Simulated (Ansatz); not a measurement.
A nudged elastic band was laid between two geometries of a periodic cell of 17 atoms, Y (host Y, host structure hcp, interstitial Y).

These are results of Ansatz 0.2.0, DFT PBE, scalar-relativistic, plane waves, PAW, not measurements. Settings: cutoff 420 eV, k mesh 3x3x2, gaussian smearing 0.05 eV, no spin polarisation.

```yaml
movable_images: 5
climbing_image: yes
spring: 5.0 eV/Å²
optimiser: lbfgs
start_path: IDPP
force_threshold: 0.05 eV/Å
iteration_limit: 33
end_points: relaxed
```

Image 0:

```xyz
17
Lattice="-3.6500 -6.3220 0.0000 5.4750 -3.1610 0.0000 0.0000 0.0000 11.4683" Properties=species:S:1:pos:R:3
Y 0.002 -6.302 0.041
Y 0.152 -4.305 2.992
Y -0.014 -6.121 5.993
Y -0.040 -4.194 8.685
Y -1.757 -3.202 -0.083
Y 3.700 -4.569 2.629
Y -1.922 -3.107 5.685
Y 3.648 -4.236 8.636
Y 1.804 -3.176 0.039
Y 1.411 -0.816 2.720
Y 1.643 -3.254 5.993
Y 1.833 -1.060 8.728
Y -0.070 0.040 -0.095
Y 2.155 -7.243 2.632
Y 0.255 -0.150 5.877
Y 1.839 -7.366 8.635
Y 3.592 -2.076 3.981
```

Image 6:

```xyz
17
Lattice="-3.6500 -6.3220 0.0000 5.4750 -3.1610 0.0000 0.0000 0.0000 11.4683" Properties=species:S:1:pos:R:3
Y -0.008 -6.129 -0.259
Y 0.154 -4.304 2.738
Y 0.001 -6.301 5.693
Y -0.037 -4.194 8.517
Y -1.912 -3.112 0.049
Y 3.701 -4.572 3.104
Y -1.757 -3.202 5.817
Y 3.649 -4.235 8.566
Y 1.652 -3.253 -0.259
Y 1.405 -0.812 3.017
Y 1.806 -3.175 5.693
Y 1.831 -1.058 8.478
Y 0.249 -0.145 -0.138
Y 2.157 -7.243 3.103
Y -0.067 0.038 5.830
Y 1.841 -7.367 8.566
Y 3.587 -2.074 1.769
```

(1) Which bonds break or form, and what moves?

(2) What energy profile does the band end with?

(3) What is the geometry of the highest image?

## Answers

(1) The atom that moves furthest is Y17, by 2.21 Å; four of its nearest neighbours are Y10 2.82, Y6 2.84, Y14 2.84, Y11 3.04 Å at the first end and Y10 2.81, Y14 2.83, Y6 2.83, Y9 3.04 Å at the last.

(2) The run converged. The highest image is number 3 of 0 to 6, 0.187 eV above the ends, which have the same energy within 2 meV. By the program's own check the climbing image is a first-order saddle point (lowest curvatures found: -0.22 and 0.43 eV/Å²). Limits of this set-up: coarse k mesh, a small cell, in which the defect meets its images, a typed lattice constant that wasn't relaxed here.

| image | path coordinate (Å) | energy (eV) | Y3–Y17 (Å) | Y11–Y17 (Å) | Y15–Y17 (Å) |
| --- | --- | --- | --- | --- | --- |
| 0 | 0.00 | 0.000 | 3.04 | 3.04 | 3.11 |
| 1 | 0.50 | 0.064 | 3.15 | 3.13 | 3.25 |
| 2 | 1.00 | 0.164 | 3.30 | 3.28 | 3.43 |
| 3 | 1.50 | 0.187 | 3.47 | 3.47 | 3.62 |
| 4 | 1.99 | 0.165 | 3.72 | 3.68 | 3.91 |
| 5 | 2.49 | 0.069 | 4.09 | 4.04 | 4.26 |
| 6 | 2.98 | 0.000 | 4.45 | 4.45 | 4.57 |

(3) 
```xyz
17
Lattice="-3.6500 -6.3220 0.0000 5.4750 -3.1610 0.0000 0.0000 0.0000 11.4683" Properties=species:S:1:pos:R:3:forces:R:3
Y -0.006 -6.315 0.070 -0.01 -0.03 0.00
Y 0.185 -4.325 2.868 0.01 -0.01 0.00
Y -0.007 -6.314 5.666 -0.01 -0.03 0.00
Y 0.045 -4.237 8.601 -0.03 0.01 0.00
Y -1.772 -3.191 -0.093 -0.02 0.01 0.00
Y 3.745 -4.765 2.864 0.01 0.03 0.00
Y -1.774 -3.190 5.824 -0.02 0.01 0.00
Y 3.640 -4.205 8.602 -0.01 -0.01 0.00
Y 1.814 -3.162 0.069 0.02 0.02 0.00
Y 1.192 -0.693 2.870 -0.02 0.02 0.00
Y 1.813 -3.162 5.667 0.02 0.02 0.00
Y 1.806 -1.038 8.602 0.01 -0.01 0.00
Y -0.062 0.036 -0.035 0.00 0.00 0.01
Y 2.335 -7.195 2.865 0.02 0.00 0.00
Y -0.063 0.036 5.771 0.01 0.00 -0.01
Y 1.813 -7.367 8.602 0.00 0.00 0.00
Y 3.537 -2.052 2.871 0.00 -0.02 0.00
```

Run time: 26 min on 4 threads of Arm Neoverse V1, on a shared host, peak memory 4.2 GiB.
